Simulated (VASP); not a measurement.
The input files of a VASP run:

**KPOINTS**
```
Automatic mesh
0
Gamma
8 8 8
0 0 0
```

### INCAR
```
SYSTEM = AlSb
PREC = Accurate
ENCUT = 400
EDIFF = 1E-7
NELM = 100
ALGO = Normal
LREAL = .FALSE.
LASPH = .TRUE.
ISMEAR = -5
GGA = PE
LMAXMIX = 4
LWAVE = .FALSE.
LCHARG = .TRUE.
LORBIT = 11
NEDOS = 601
ISIF = 2
```

POSCAR:
```
AlSb
1
    0.0000000000     3.1158353983     3.1158353983
    3.1158353983     0.0000000000     3.1158353983
    3.1158353983     3.1158353983     0.0000000000
Al Sb
1 1
Direct
  0.0000000000   0.0000000000   0.0000000000
  0.2500000000   0.2500000000   0.2500000000
```

POTCAR, in this order: Al Sb (PBE.64 set). Program: vasp_std.

Q: Translate this PBE calculation to Ansatz.

A: One equivalent input (not run):
Ansatz 0.2 input:
```yaml
crystal:
  lattice:
    - [0.0000000, 3.1158354, 3.1158354]
    - [3.1158354, 0.0000000, 3.1158354]
    - [3.1158354, 3.1158354, 0.0000000]
  atoms:
    - { symbol: Al, position: [0.0000000, 0.0000000, 0.0000000] }
    - { symbol: Sb, position: [0.2500000, 0.2500000, 0.2500000] }
kpoints:
  mp_grid: { grid: [8, 8, 8] }
hamiltonian:
  xc: pbe
  pseudopotentials: { kind: paw }
scf:
  occupations: { method: tetrahedron }
  max_iter: 100
output: { forces: true, stress: true, eigenvalues: true }
```
The two are equivalent in intent, not identical: each code has its own PAW files, so the cut-off isn't converted (ENCUT is set for VASP's; basis.ecutwfc is left out, and Ansatz then takes the one that its files recommend); Ansatz stops its SCF on the density residual and VASP on the energy change (EDIFF).

The compound is AlSb in the zinc blende structure. It was relaxed first.
